WS₂ is a stack of sandwiches. In each one a plane of W atoms lies between two planes of S atoms, held by strong W–S bonds, while neighbouring sandwiches attract each other only weakly across a gap. The crystal is now squeezed or stretched by the same percentage along both directions in the plane of the layers. The cell length $c$, which runs across the stack, and the atoms are free to adjust, so nothing presses on the stack from above or below. The energies come from density-functional theory (PBE) with a dispersion correction for the attraction between layers.

WS2 crystal (P6_3/mmc, unstrained a = 3.154 Å, c = 12.148 Å) under equal strain along a and b, with c and the atoms relaxed in every row but the unstrained one, a single point. Computed with Ansatz 0.2.0, plane-wave PAW, scalar-relativistic PBE with D3(BJ) dispersion, no spin polarisation, cutoff 420 eV, k mesh 12×12×4. Stress is positive in compression; yy equals xx.

```csv
strain (%),volume change (%),c over a,stress xx (GPa),stress zz (GPa)
-3,-5.03,4.0077,10.17,-0.01
-2,-3.40,3.9530,6.52,0.00
-1,-1.74,3.9002,3.13,0.00
0,0.00,3.8514,0.00,-0.01
1,1.62,3.7986,-2.92,0.00
2,3.32,3.7497,-5.62,0.00
3,5.04,3.7021,-8.13,0.00
```

Here strain is the imposed change of the in-plane cell length $a$, and c over a is the ratio $c/a$. Stress xx acts in the plane and stress zz across the layers, both positive in compression.

**(a) The ratio $c/a$ falls steadily from compression to tension. How much does $c$ itself change?**

*Solution.* The ratio exaggerates the effect, because its denominator is the length being imposed. Multiplying it by $a$ recovers $c$. With $a$ = 3.154 Å in the unstrained crystal, the row at −3 % gives $c$ = 3.154 × 0.97 × 4.0077 = 12.26 Å, and the row at +3 % gives 12.03 Å. About three quarters of the fall in $c/a$ comes from $a$ alone.

What remains is small but steady: $c$ shrinks at every step. A straight line through the six strained rows gives a loss of 0.32 % in $c$ for each 1 % of strain. The unstrained row is left out of this line because its cell was not relaxed again like the others, and its $c$ lies slightly high. That also explains most of the difference between the volume changes at −1 % and +1 %, which are 1.74 % and 1.62 % in size.

**(b) Three explanations are proposed. First, the soft gaps take up whatever the layers lose sideways, so that the volume stays constant. Second, the layers do not react across the stack, so $c$ stays constant. Third, the W–S bonds keep their length and tilt like hinges. Which one do the numbers support?**

*Solution.* The first idea is tempting, since the gap is the softest part of the crystal. Constant volume requires $c$ to vary as $1/a^2$, which at −3 % means a growth of 0.76 Å. The calculation gives 0.12 Å. The direction is right, but the size is wrong by a factor of about six, and the volume falls by 5.0 % where this explanation allows no change.

The third idea needs a little geometry. Each W atom sits a sideways distance $a/\sqrt3$ from its S neighbours and a height $h$ from their plane. A bond of fixed length $d$ therefore obeys

$$d^2=\frac{a^2}{3}+h^2 .$$

If $a$ shrinks, $h$ must grow: the bonds stand up more steeply and the sandwich thickens. The cell holds two sandwiches, each of thickness $2h$, so $c$ changes by $4\,\Delta h$ as long as the gaps keep their width.

For the row at −3 %, with $d$ = 2.41 Å, the W–S distance in the unstrained crystal, and lengths in Å,

$$h_0=\sqrt{2.41^2-\tfrac{3.154^2}{3}}=1.579,\qquad h=\sqrt{2.41^2-\tfrac{3.059^2}{3}}=1.640,$$

$$\Delta c=4\,(1.640-1.579)\approx 0.24 .$$

This is twice the computed 0.12 Å. The row was one of the six behind the line in (a), which supplies the unstrained $c$ from which changes are counted; the hinge itself has no adjustable constant.

The first two explanations fail as they stand, and the third fails if the gaps keep their width. Constant volume is clearly the worst, with a typical error in $c$ of 0.44 Å over the strained rows. Constant $c$ and rigid bonds err by similar amounts, 0.08 and 0.10 Å, from opposite sides: one forbids the response and the other doubles it. The size of the error therefore does not choose between them, and the crystal lies about midway. The program's output after this text lists the changes of $c$ expected for constant volume and for rigid bonds row by row; constant $c$ simply means no change.

**(c) Why does the soft gap not keep the volume constant, and why does $c$ respond about half as much as rigid bonds would demand?**

*Solution.* Constant volume is a habit of thought taken from rubber and liquids. They keep their volume because changing it costs far more energy than changing their shape. A layered crystal lacks that protection: its volume can change cheaply through the soft gaps, so no large energy penalty holds it fixed. Softness decides how far a gap yields to a given push, but it does not supply the push.

In these calculations $c$ settles where the stress across the layers vanishes, and stress zz is indeed practically zero in every row, even where stress xx reaches 10 GPa. To keep the volume at −3 % with sandwiches of unchanged thickness, each gap would have to open by almost 0.4 Å. The attraction between the layers would then pull it shut again.

A likely source of the push lies inside the sandwich. A W–S bond runs at a slant, so squeezing it sideways also drives the S atom outwards. If the bonds could not shorten at all, the full hinge motion would follow. Real bonds can shorten, and changing the angles between them costs energy too. The lowest energy is then expected where the crystal does some of each, which would place its response between no thickening at all and the full hinge motion.

The geometry gives a feeling for this division. Suppose that the gaps keep their width. At −3 % the computed $c$ then implies bonds about 0.9 % shorter, whereas a sandwich of fixed thickness would need them 1.7 % shorter. Tilting would thus spare the bonds about half of their compression.

That division rests on the assumption about the gap. The length $c$ is the sum of sandwiches and gaps, and the relaxed atomic positions that would separate them are not available here. A gap that widened or narrowed a little under strain would change the share assigned to tilting. This is quite possible: the S atoms on the two sides of a gap sit over each other's hollows, so squeezing the planes sideways can also push the sandwiches apart. The heights of the S planes in the relaxed cells would settle the matter.

The same reasoning suggests what to expect of neighbouring materials. MoS₂ is built from the same kind of sandwich with slanted bonds, so its $c$ should also shrink when the layers are stretched. Graphite has flat sheets one atom thick, with no slanted bond to turn, so this mechanism is absent and any change of $c$ must arise between the sheets. Neither material is tested by this table.

For a WS₂ crystal whose layers all share the strain and whose stack is free to adjust, the useful rule within ±3 % is that the thickness changes by about a third of the in-plane strain, in the opposite sense. In a thick flake pulled only from below, the upper layers may slip and take up less of the strain. The volume follows the area with a modest discount, by about 1.7 % for each 1 % of strain. Both figures are for a perfect crystal at zero temperature, and they may shift somewhat with another dispersion correction, since that helps to set how the gaps respond.

Output of the analysis:

```
fit of c_len on 6 rows (abs(strain_series) > 0.5): constant 12.14 +/- 0.00095, coefficient of strain_series -0.03898 +/- 0.00044; rms 0.0019, worst -3 -0.0028, leave-one-out rms 0.00326
  rows outside the fit (model, value, miss): 0 12.14, 12.15, -0.00597
Length c and its change from the fitted unstrained value, in angstrom:
  row      c    change  constant_volume  rigid_bonds
   -3  12.26    0.1197           0.7626       0.2436
   -2  12.22   0.07706           0.5006       0.1642
   -1  12.18   0.03687           0.2465      0.08305
    0  12.15  0.005966                0            0
    1   12.1  -0.04076          -0.2392     -0.08501
    2  12.06  -0.07826          -0.4715      -0.1721
    3  12.03   -0.1146           -0.697      -0.2612
Change of c for 1 % strain, in %: -0.321
Rms miss of c, constant volume, strained rows, angstrom: 0.4415
Rms miss of c, constant c, strained rows, angstrom: 0.08422
Rms miss of c, rigid bonds and fixed gap, strained rows, angstrom: 0.09774
Computed change of c over rigid-bond change at -3 %: 0.4915
Computed change of c over rigid-bond change at +3 %: 0.4388
Opening of each gap at -3 % for constant volume and unchanged layers, angstrom: 0.3813
Area change at -3 %, in %: -5.91
Area change at +3 %, in %: 6.09
Mean volume change for 1 % strain, in %: 1.678
Share of the fall of c/a that comes from a alone, in %: 75.67
W-S bond change at -3 % if the gap keeps its width, in %: -0.8695
W-S bond change at +3 % if the gap keeps its width, in %: 0.9619
W-S bond change at -3 % if the layer kept its thickness, in %: -1.702
W-S bond change at +3 % if the layer kept its thickness, in %: 1.724
```
